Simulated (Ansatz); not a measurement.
# Si(111) with Br on 50 % of the top atoms and H on the rest: bands and core levels

What would XPS and angle-resolved spectra of Si(111) with Br on 50 % of the top atoms and H on the rest look like?

Method: DFT, PBE, plane-wave PAW, default files, scalar-relativistic, in Ansatz 0.2.0.

## Step 1: The starting structure

The cell holds 32 atoms: 2 Br, 6 H and 24 Si. Cell: a = 7.679 Å, b = 7.679 Å, c = 24.774 Å, α = 90.0°, β = 90.0°, γ = 60.0°. It derives from Si. How the cell was made: terminated face; group: Br; share of top atoms: 0.5; rest: H; oxygen in back bonds: 0; lower face: H. Regions: ad, 4 atoms (2 Br and 2 H); L1, 4 atoms (4 Si); L2, 4 atoms (4 Si); L3, 4 atoms (4 Si); mid, 4 atoms (4 Si); rest, 12 atoms (8 Si and 4 H). Vacuum lies along c.

## Step 2: Relaxing the atoms

Levels and vacuum steps follow bond lengths, so the atoms are relaxed first. 12 atoms are held to stand for the bulk. A dipole correction cancels the field between unlike faces.

File input.yaml:

```yaml
crystal:
  lattice:
    - [7.6791796437, 0.0, 0.0]
    - [3.8395898218, 6.6503646517, 0.0]
    - [0.0, 0.0, 24.7737769138]
  atoms:
    - { symbol: Br, position: [0.0, 0.0, 0.717443165] }
    - { symbol: Br, position: [0.5, 0.0, 0.717443165] }
    - { symbol: H, position: [0.0, 0.5, 0.681518082] }
    - { symbol: H, position: [0.5, 0.5, 0.681518082] }
    - { symbol: Si, position: [0.0, 0.0, 0.626217672] }
    - { symbol: Si, position: [0.5, 0.0, 0.626217672] }
    - { symbol: Si, position: [0.0, 0.5, 0.626217672] }
    - { symbol: Si, position: [0.5, 0.5, 0.626217672] }
    - { symbol: Si, position: [0.833333333, 0.333333333, 0.594581277] }
    - { symbol: Si, position: [0.333333333, 0.333333333, 0.594581277] }
    - { symbol: Si, position: [0.833333333, 0.833333333, 0.594581277] }
    - { symbol: Si, position: [0.333333333, 0.833333333, 0.594581277] }
    - { symbol: Si, position: [0.833333333, 0.333333333, 0.499672093] }
    - { symbol: Si, position: [0.333333333, 0.333333333, 0.499672093] }
    - { symbol: Si, position: [0.833333333, 0.833333333, 0.499672093] }
    - { symbol: Si, position: [0.333333333, 0.833333333, 0.499672093] }
    - { symbol: Si, position: [0.166666667, 0.166666667, 0.468035698] }
    - { symbol: Si, position: [0.666666667, 0.166666667, 0.468035698] }
    - { symbol: Si, position: [0.166666667, 0.666666667, 0.468035698] }
    - { symbol: Si, position: [0.666666667, 0.666666667, 0.468035698] }
    - { symbol: Si, position: [0.166666667, 0.166666667, 0.373126513] }
    - { symbol: Si, position: [0.666666667, 0.166666667, 0.373126513] }
    - { symbol: Si, position: [0.166666667, 0.666666667, 0.373126513] }
    - { symbol: Si, position: [0.666666667, 0.666666667, 0.373126513] }
    - { symbol: Si, position: [0.0, 0.0, 0.341490118] }
    - { symbol: Si, position: [0.5, 0.0, 0.341490118] }
    - { symbol: Si, position: [0.0, 0.5, 0.341490118] }
    - { symbol: Si, position: [0.5, 0.5, 0.341490118] }
    - { symbol: H, position: [0.0, 0.0, 0.282556835] }
    - { symbol: H, position: [0.5, 0.0, 0.282556835] }
    - { symbol: H, position: [0.0, 0.5, 0.282556835] }
    - { symbol: H, position: [0.5, 0.5, 0.282556835] }
kpoints:
  mp_grid: { grid: [3, 3, 1] }
scf:
  occupations: { method: fermi_dirac, width: 0.02 }
  n_extra_bands: 23
hamiltonian:
  xc: pbe
  pseudopotentials: { kind: paw }
output:
  forces: true
  write_potential: true
  volumetric_format: []
efield:
  axis: 3
  dipole_correction: true
relax:
  f_tol: 0.03
  max_steps: 70
  constraints: [{ sites: [20, 21, 22, 23, 24, 25, 26, 27, 28, 29, 30, 31] }]
```

Launch:

```console
ansatz run input.yaml --threads 4 --pin off --max-ram 11264MiB --backend cpu --events-out ev --progress --plain --runs-dir out
```

Numbers of over 12 decimals in the logs are rounded to 6 here.

The program printed:

```text
scf.n_extra_bands = 23 over 58 filled bands (N_el = 116.0): the run solves 81 bands
Engine: ansatz 0.2.0, aarch64-unknown-linux-gnu
Pseudopotentials: kind: paw
Pseudopotential: Br, paw, valence charge 7, recommended cutoff 420 eV (normal), Br.paw.azcp
Pseudopotential: H, paw, valence charge 1, recommended cutoff 420 eV (normal), H.paw.azcp
Pseudopotential: Si, paw, valence charge 4, recommended cutoff 420 eV (normal), Si.paw.azcp
Functional definition: PBE
  parameter kappa = 0.804
  parameter beta = 0.066725
  exchange = pbe_x(kappa = kappa, mu = beta*pi^2/3)
  correlation = pbe_c(beta = beta)
Crystal: 32 atoms, lattice volume = 1265.181 Å³
Basis set: ecut = 420 eV, 24701 PW (Γ), exchange–correlation on 108×108×360 points (8 copies of the dense FFT grid, shifted against one another)
Bands: 81, of which v1, the nominal top of the filled ones, is band 58 counted from 1 (57 counted from 0)
Symmetry: 4 space group operations
Space group: Pm (ITA 6), of the structure as read, at distance tolerance 1.1e-4 Å
k-points: 4 of 9 (time reversal used)
Non-local potential: Br, projectors of the file, l = 0: 2, l = 1: 2, l = 2: 2
Non-local potential: H, projectors of the file, l = 0: 2, l = 1: 1
Non-local potential: Si, projectors of the file, l = 0: 2, l = 1: 2, l = 2: 2
PAW form: soft (Blöchl's): semilocal exchange-correlation on the pseudo side does not see the compensation charge
PAW one-centre angular grid: Br, 110 points (default); XC on 64 Gauss nodes
PAW one-centre angular grid: H, 110 points (default); XC on 64 Gauss nodes
PAW one-centre angular grid: Si, 110 points (default); XC on 64 Gauss nodes
Initial density: superposition of atomic densities (neutral atoms: chi_scale 0, normalization atom), corrected by the library's trained network
Initial wavefunctions: pseudopotential atomic-orbital guess
Functional: x = pbe(κ = 0.804, μ = 0.219515), c = pbe(β = 0.066725)
SCF iter   1: F=—  HF=-20921.902673 eV  |F-HF|=—  |Δ(HF+E_count)|=         —  Δρ=1.93e-3  dr2=5.48e-1  ethr=1.77e-3  p=-0.203 e·Å  D=-2.90e-2 V/Å  ΔV_dip=0.72 eV  dr2_dipole=3.34e-3  V_vac-E_F(+/−)=4.44/3.72 eV  ⟨swp⟩=8.5  Hψ=1865  notcnv=0  defer=16
efield: sawtooth ramp at fractional position 0.9500 (placed from the atoms, in the widest stretch of the axis that holds none; the zero of the levels goes with the place), width 0.1000; the density the first Hamiltonian is built on has a dipole p = -0.203 e·Å; the dipole correction subtracts the counter field D = -2.90e-2 V/Å, which shifts the + side's vacuum level by +0.72 eV against the − side's; the planar-averaged density in the ramp window peaks in size at 1.6e-5 e/Å³
preconditioner: auto → Resta (q_TF=auto, 1.832 Å⁻¹)  ε∞=2.9  [insulator: Δε(μ)=1.091 eV  Ē_g=8.102 eV  σ=0.020 eV  W_gap=1.00  n_scr=134 (ndim 8)  ℏωp=11.2 eV  f_vac=0.488  D(μ)=0.00/eV (n_scr^D=0)  ε∞_Penn≈2.9  vacuum switching on, ρ_ref=4.8e-3 e/Å³]
SCF iter   2: F=—  HF=-20921.825917 eV  |F-HF|=—  |Δ(HF+E_count)|=   7.68e-2  Δρ=8.97e-4  dr2=4.04e-2  ethr=4.73e-4  p=-0.171 e·Å  D=-2.45e-2 V/Å  ΔV_dip=0.61 eV  dr2_dipole=1.12e-3  V_vac-E_F(+/−)=4.78/4.17 eV  ⟨swp⟩=3.5  Hψ=492  notcnv=0  defer=54
SCF iter   3: F=—  HF=-20921.822124 eV  |F-HF|=—  |Δ(HF+E_count)|=   3.79e-3  Δρ=3.84e-4  dr2=2.62e-3  ethr=3.48e-5  p=-0.185 e·Å  D=-2.65e-2 V/Å  ΔV_dip=0.66 eV  dr2_dipole=1.90e-4  V_vac-E_F(+/−)=4.74/4.09 eV  ⟨swp⟩=3.0  Hψ=536  notcnv=0  defer=54
SCF iter   4: F=—  HF=-20921.823407 eV  |F-HF|=—  |Δ(HF+E_count)|=   1.28e-3  Δρ=1.49e-4  dr2=1.78e-3  ethr=2.26e-6  p=-0.168 e·Å  D=-2.40e-2 V/Å  ΔV_dip=0.59 eV  dr2_dipole=7.06e-4  V_vac-E_F(+/−)=4.73/4.13 eV  ⟨swp⟩=2.0  Hψ=551  notcnv=0  defer=54
SCF iter   5: F=—  HF=-20921.823465 eV  |F-HF|=—  |Δ(HF+E_count)|=   5.79e-5  Δρ=4.51e-5  dr2=9.28e-5  ethr=1.53e-6  p=-0.178 e·Å  D=-2.55e-2 V/Å  ΔV_dip=0.63 eV  dr2_dipole=2.15e-5  V_vac-E_F(+/−)=4.76/4.13 eV  ⟨swp⟩=2.0  Hψ=350  notcnv=0  defer=54
SCF iter   6: F=-20921.823477 eV  HF=-20921.823472 eV  |F-HF|=4.34e-6  |Δ(HF+E_count)|=   7.52e-6  Δρ=2.05e-5  dr2=6.70e-6  ethr=1.94e-8  p=-0.176 e·Å  D=-2.52e-2 V/Å  ΔV_dip=0.62 eV  dr2_dipole=2.05e-8  V_vac-E_F(+/−)=4.76/4.14 eV  ⟨swp⟩=12.5  Hψ=3265  notcnv=0
SCF 1 converged in 6 iterations: F = -20921.823477 eV  dr2 = 6.70e-6
  greatest PAW one-centre occupation: 0.918 electrons in one spin orbital (limit 2), on the Br atom at site 1 (counted from 0), in its partial waves of l = 0
relax step   1: F+E_penalty+E_count = -20921.82347660 eV  Δ(F+E_penalty+E_count) = +0.000e0 eV  max|allowed force component| = 2.833e0 eV/Å  Δτ_max = 0.0000 Å  (6 SCF iters, dr2 threshold 2.25e-5 eV, accepted)
Initial density: handed on by an earlier stage of this run
Initial wavefunctions: those handed on with the density
iter 1 solved again at ethr=1.26e-4 eV; its pass at ethr=3.10e-3 eV (dr2=1.46e-1 eV) is discarded
SCF iter   1: F=—  HF=-20922.149340 eV  |F-HF|=—  |Δ(HF+E_count)|=         —  Δρ=4.10e-3  dr2=1.46e-1  ethr=1.26e-4  p=-0.176 e·Å  D=-2.52e-2 V/Å  ΔV_dip=0.62 eV  dr2_dipole=5.81e-4  V_vac-E_F(+/−)=4.73/4.11 eV  ⟨swp⟩=1.8  Hψ=1174  notcnv=0  defer=59
efield: sawtooth ramp at fractional position 0.9500 (handed on by an earlier solve), width 0.1000; the density the first Hamiltonian is built on has a dipole p = -0.176 e·Å; the dipole correction subtracts the counter field D = -2.52e-2 V/Å, which shifts the + side's vacuum level by +0.62 eV against the − side's; the planar-averaged density in the ramp window peaks in size at 1.5e-6 e/Å³
preconditioner: auto → Resta (q_TF=auto, 1.832 Å⁻¹)  ε∞=2.9  [insulator: Δε(μ)=1.056 eV  Ē_g=8.058 eV  σ=0.020 eV  W_gap=1.00  n_scr=134 (ndim 8)  ℏωp=11.2 eV  f_vac=0.484  D(μ)=0.00/eV (n_scr^D=0)  ε∞_Penn≈2.9  vacuum switching on, ρ_ref=4.7e-3 e/Å³]
SCF iter   2: F=—  HF=-20922.120872 eV  |F-HF|=—  |Δ(HF+E_count)|=   2.85e-2  Δρ=1.97e-3  dr2=3.01e-2  ethr=1.26e-4  p=-0.192 e·Å  D=-2.75e-2 V/Å  ΔV_dip=0.68 eV  dr2_dipole=1.05e-4  V_vac-E_F(+/−)=4.78/4.10 eV  ⟨swp⟩=2.0  Hψ=364  notcnv=0  defer=59
SCF iter   3: F=—  HF=-20922.115491 eV  |F-HF|=—  |Δ(HF+E_count)|=   5.38e-3  Δρ=3.11e-4  dr2=4.26e-3  ethr=2.59e-5  p=-0.171 e·Å  D=-2.45e-2 V/Å  ΔV_dip=0.61 eV  dr2_dipole=1.63e-3  V_vac-E_F(+/−)=4.73/4.12 eV  ⟨swp⟩=3.2  Hψ=546  notcnv=0  defer=59
SCF iter   4: F=—  HF=-20922.115008 eV  |F-HF|=—  |Δ(HF+E_count)|=   4.84e-4  Δρ=8.90e-5  dr2=8.24e-4  ethr=3.67e-6  p=-0.194 e·Å  D=-2.77e-2 V/Å  ΔV_dip=0.69 eV  dr2_dipole=4.85e-4  V_vac-E_F(+/−)=4.78/4.09 eV  ⟨swp⟩=2.0  Hψ=549  notcnv=0  defer=59
[...]
SCF iter   3: F=—  HF=-20922.173324 eV  |F-HF|=—  |Δ(HF+E_count)|=   6.63e-7  Δρ=5.73e-5  dr2=7.92e-5  ethr=1.49e-7  p=-0.192 e·Å  D=-2.75e-2 V/Å  ΔV_dip=0.68 eV  dr2_dipole=2.85e-5  V_vac-E_F(+/−)=4.79/4.11 eV  ⟨swp⟩=2.0  Hψ=484  notcnv=0  defer=54
SCF iter   4: F=—  HF=-20922.173131 eV  |F-HF|=—  |Δ(HF+E_count)|=   1.92e-4  Δρ=1.52e-5  dr2=6.02e-6  ethr=6.83e-8  p=-0.190 e·Å  D=-2.72e-2 V/Å  ΔV_dip=0.67 eV  dr2_dipole=1.49e-6  V_vac-E_F(+/−)=4.79/4.11 eV  ⟨swp⟩=2.0  Hψ=416  notcnv=0  defer=54
SCF iter   5: F=—  HF=-20922.173131 eV  |F-HF|=—  |Δ(HF+E_count)|=   3.89e-7  Δρ=4.41e-6  dr2=3.49e-7  ethr=5.19e-9  p=-0.191 e·Å  D=-2.73e-2 V/Å  ΔV_dip=0.68 eV  dr2_dipole=1.33e-9  V_vac-E_F(+/−)=4.79/4.11 eV  ⟨swp⟩=2.0  Hψ=502  notcnv=0  defer=54
SCF iter   6: F=-20922.173131 eV  HF=-20922.173131 eV  |F-HF|=1.14e-8  |Δ(HF+E_count)|=   1.32e-7  Δρ=1.46e-6  dr2=5.22e-8  ethr=8.62e-11  p=-0.191 e·Å  D=-2.73e-2 V/Å  ΔV_dip=0.68 eV  dr2_dipole=5.30e-10  V_vac-E_F(+/−)=4.79/4.11 eV  ⟨swp⟩=10.0  Hψ=2357  notcnv=0
SCF 4 converged in 6 iterations: F = -20922.173131 eV  dr2 = 5.22e-8
relax step   4: F+E_penalty+E_count = -20922.17313117 eV  Δ(F+E_penalty+E_count) = -1.074e-3 eV  max|allowed force component| = 1.539e-2 eV/Å  Δτ_max = 0.0074 Å  (6 SCF iters, accepted)
NSCF: frozen V_eff on 4 k-points
the band table was solved once a step of the walk had ended and its energy, with any forces and stress, was formed, with the checks that follow a solve (2209 applications of the Hamiltonian). They found nothing against the state; the energy, forces and stress were not computed again (output.eigenvalues in the input reference)
WARN: The output density's exchange-correlation potential varies sharply where the density is thin. Do not read a vacuum level from v_tot or v_xc, or from such a field of the output density. On a cell that repeats whose density bears no net charge and no dipole along the vacuum's axis use v_es (v_loc + v_h of the components); under efield.dipole_correction with no amplitude use v_es + v_field, which holds any externa [...]
SCF converged after 6 iterations
Free energy (F): -20922.173131 eV
Harris-Foulkes:  -20922.173131 eV  (|F-HF|=1.14e-8)
Internal energy: -20922.173131 eV  (E = F + TS)
E sigma→0 (E₀):  -20922.173131 eV
Fermi energy:    0.259770 eV
Dipole field:    D = -0.027280 V/Å  (p = -0.190740 e·Å, saw-weighted, corrected)
Work function:   Φ+ = 4.7893 eV   Φ− = 4.1135 eV
Levels:          The Fermi level and band energies are counted from a zero that moves with the ramp; work functions are not
--- Per-component energies (eV) ---
  E_band       = -625.309550
  E_kinetic    = 1315.493178
  E_local      = -30138.500126  (includes V_loc(G=0)·N_el)
  E_nonlocal   = 773.785854
  E_hartree    = 14452.517267
  E_xc         = -1904.282264
  E_vxc        = -1394.011471  (∫ρ·V_xc dr)
  E_paw        = -16804.607955  (= ΣΔE_a)
  E_vpaw       = -87.823517  (= ΣTr[D̂ρ^β])
  E_aug_tail   = -0.007350  (compensation charges beyond the density's cutoff)
  E_efield     = 0.002602  (sawtooth field / dipole correction)
  E_vefield    = 0.729438  (∫n·V_field dr)
  E_ewald      = 11383.425664
  E_smearing   = -0.000000  (= −TS)
  E_closure    = 0.000000  (closes the sum)
  Σ components = -20922.173131   (vs F -20922.173131, Δ=0.00e0)
--- Forces (eV/Å), atoms counted from 1 ---
  atom   1  Br     0.00000000    -0.00062595    -0.00222258
  atom   2  Br     0.00000000    -0.00062595    -0.00222258
  atom   3  H     -0.00000000     0.00052839    -0.00066992
  atom   4  H     -0.00000000     0.00052839    -0.00066992
  atom   5  Si    -0.00000000     0.00059532     0.01538670
  atom   6  Si    -0.00000000     0.00059532     0.01538670
  atom   7  Si    -0.00000000     0.00117152    -0.00040480
  atom   8  Si    -0.00000000     0.00117152    -0.00040480
  atom   9  Si     0.00000000    -0.00123259    -0.00635911
  atom  10  Si     0.00000000    -0.00123259    -0.00635911
  atom  11  Si    -0.00000000     0.00119879    -0.00234932
  atom  12  Si    -0.00000000     0.00119879    -0.00234932
  atom  13  Si     0.00000000    -0.00209037     0.00223337
  atom  14  Si     0.00000000    -0.00209037     0.00223337
  atom  15  Si    -0.00000000     0.00002595     0.00037330
  atom  16  Si    -0.00000000     0.00002595     0.00037330
  atom  17  Si    -0.00000000     0.00155976    -0.00585499
  atom  18  Si    -0.00000000     0.00155976    -0.00585499
  atom  19  Si     0.00000000    -0.00117445     0.00073814
  atom  20  Si     0.00000000    -0.00117445     0.00073814
  atom  21  Si    -0.00000000     0.00295537    -0.06047186
  atom  22  Si    -0.00000000     0.00295537    -0.06047186
  atom  23  Si     0.00000000    -0.00296339    -0.08995575
  atom  24  Si     0.00000000    -0.00296339    -0.08995575
  atom  25  Si     0.00000000    -0.00171145     0.85388674
  atom  26  Si     0.00000000    -0.00171145     0.85388674
  atom  27  Si    -0.00000000     0.00133421     0.84794212
  atom  28  Si    -0.00000000     0.00133421     0.84794212
  atom  29  H     -0.00000000     0.00055636    -0.77586447
  atom  30  H     -0.00000000     0.00055636    -0.77586447
  atom  31  H      0.00000000    -0.00010968    -0.77634766
  atom  32  H      0.00000000    -0.00010968    -0.77634766
  max |Σ_I F_I| component: 1.20e-4 eV/Å
--- Band table (eV) ---
  k-point 0: bands = [... 54 lower, -0.7382, -0.6896, -0.3049, -0.2721, 0.8017, 0.8114, 0.8226, 1.2642, ... 19 higher]
  k-point 1: bands = [... 54 lower, -1.5745, -1.3001, -1.0773, -0.6396, 0.9525, 1.5470, 1.5537, 1.7440, ... 19 higher]
  k-point 2: bands = [... 54 lower, -1.4945, -1.3005, -1.2048, -0.6894, 0.9524, 1.5346, 1.6087, 1.6815, ... 19 higher]
  k-point 3: bands = [... 54 lower, -1.7734, -1.5488, -1.4765, -1.3675, 1.8063, 2.0155, 2.2716, 2.3038, ... 19 higher]
--- Relaxed structure (4 steps of the walk, 4 accepted, 0 SCFs on fresh bases) ---
  F+E_penalty+E_count = -20922.17313117 eV   max|allowed force component| = 1.539e-2 eV/Å
  atoms:
    - { symbol: Br, position: [0.000210105, -0.00042021, 0.717636] }
    - { symbol: Br, position: [0.500210, -0.00042021, 0.717636] }
    - { symbol: H, position: [-0.000246766, 0.500494, 0.688890] }
    - { symbol: H, position: [0.499753, 0.500494, 0.688890] }
    - { symbol: Si, position: [-0.000165224, 0.000330448, 0.626415] }
    - { symbol: Si, position: [0.499835, 0.000330448, 0.626415] }
    - { symbol: Si, position: [0.000394822, 0.499210, 0.628389] }
    - { symbol: Si, position: [0.500395, 0.499210, 0.628389] }
    - { symbol: Si, position: [0.832453, 0.335094, 0.596310] }
    - { symbol: Si, position: [0.332453, 0.335094, 0.596310] }
    - { symbol: Si, position: [0.834433, 0.831134, 0.596047] }
    - { symbol: Si, position: [0.334433, 0.831134, 0.596047] }
    - { symbol: Si, position: [0.833293, 0.333414, 0.500824] }
    - { symbol: Si, position: [0.333293, 0.333414, 0.500824] }
    - { symbol: Si, position: [0.833272, 0.833455, 0.500528] }
    - { symbol: Si, position: [0.333272, 0.833455, 0.500528] }
    - { symbol: Si, position: [0.166519, 0.166961, 0.468487] }
    - { symbol: Si, position: [0.666519, 0.166961, 0.468487] }
    - { symbol: Si, position: [0.166715, 0.666570, 0.468354] }
    - { symbol: Si, position: [0.666715, 0.666570, 0.468354] }
    - { symbol: Si, position: [0.166667, 0.166667, 0.373127] }
    - { symbol: Si, position: [0.666667, 0.166667, 0.373127] }
    - { symbol: Si, position: [0.1666666665, 0.666667, 0.373127] }
    - { symbol: Si, position: [0.666667, 0.666667, 0.373127] }
    - { symbol: Si, position: [0.0, 0.0, 0.341490118] }
    - { symbol: Si, position: [0.500000, 0, 0.341490118] }
    - { symbol: Si, position: [0.0, 0.500000, 0.341490118] }
    - { symbol: Si, position: [0.500000, 0.500000, 0.341490118] }
    - { symbol: H, position: [0.0, 0.0, 0.282557] }
    - { symbol: H, position: [0.500000, 0, 0.282557] }
    - { symbol: H, position: [0.0, 0.500000, 0.282557] }
    - { symbol: H, position: [0.500000, 0.500000, 0.282557] }
```

The job ended after 50 s (4 threads of Arm Neoverse V1, shared host; peak memory 2.2 GiB).

Relaxation path:

```tsv
step	energy less that of the first step (eV)	largest force component (eV/Å)
1	0.0000	2.8333
2	-0.2914	1.0771
3	-0.3486	0.1017
4	-0.3497	0.0154
```

The run keeps the 4 symmetry operations that it works with, so distortions that break them were not tested.

The atoms that moved most (Å):

```tsv
atom	dx	dy	dz	length
H4	0.000	0.003	0.183	0.183
H3	0.000	0.003	0.183	0.183
Si7	0.000	-0.005	0.054	0.054
Si8	0.000	-0.005	0.054	0.054
Si10	0.000	0.012	0.043	0.044
Si9	0.000	0.012	0.043	0.044
Si12	0.000	-0.015	0.036	0.039
Si11	0.000	-0.015	0.036	0.039
```

Numbers from this step:

```
free energy                                                         : -20922.1731 eV
Fermi energy                                                        : 0.2598 eV
symmetry operations                                                 : 4
gap on the k-mesh                                                   : 1.074 eV
ionisation potential, upper face                                    : 5.321 eV
upper vacuum level less the lowest empty level (Kohn–Sham affinity) : 4.247 eV
ionisation potential, lower face                                    : 4.646 eV
```

The relaxation ends 11 meV an atom lower, with a largest force component of 0.015 eV/Å on the free atoms.

(Part 1 of 3 ends here.)

[Logs are printed without paths, hosts, clocks, repeated set-up lines and the standing remarks that a program may print on its own settings, such as how far it seeks lower states.]

[Hosts, paths, dates, database ids (printed as entryN), source tags and the programs' standing remarks are cut or masked in the printed files.]

[Maps of the electrostatic potential energy from Ansatz leave out the sawtooth potential of an applied field or a dipole correction, so their vacuum need not be flat; work functions include it.]
